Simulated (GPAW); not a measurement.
Runs of GPAW 26.7.0 on Fe. The structure is cubic, space group Im-3m (No. 229). The conventional cell has a = 2.886 Å, b = 2.886 Å, c = 2.886 Å, α = 90.00°, β = 90.00°, γ = 90.00°. Around Fe (site symmetry m-3m) lie 8 Fe at 2.50 Å. 

```csv
task,level,U,cell,band path,band points,optimizer,fmax,max steps,gap on the mesh (eV),pressure (GPa),moment (μB),relaxed volume (Å³/atom)
band structure,PBEsol,-,as given,"GHNGPH,PN",60,-,-,-,-,(a),2.26,-
relaxation of cell and atoms,PBEsol+D3,-,relaxed,-,-,BFGS,0.02 eV/Å,60,none,-0.3,(c),(b)
band structure,PBEsol+U,Fe d U = 3 eV,as given,"GHNGPH,PN",60,-,-,-,-,6.4,2.92,-
band structure,PBEsol+U,Fe d U = 6 eV,as given,"GHNGPH,PN",60,-,-,-,-,18.9,3.10,-
relaxation of cell and atoms,PBEsol,-,relaxed,-,-,BFGS,0.02 eV/Å,60,none,-0.2,2.07,10.95
```

Alike in all rows: potentials or basis PAW data sets generated in the run's folder for this functional, pw; spin collinear, ferromagnetic start; k mesh 13 × 13 × 13; cutoff (eV) 600; smearing fermi-dirac 0.05 eV.

Q: Fill in the values left out.

A: (a) -16.0; (b) 10.71; (c) 2.04.

Caveats: each step starts from the last one's moments, so a moment once lost doesn't come back (some runs); later steps reuse the first step's grids (some runs); the U is typed as a test and isn't derived for this compound (some runs); pairwise dispersion overbinds metals, which lowers pressure and volume (some runs).

A gap of «none» marks a metal or a gap under the smearing width.
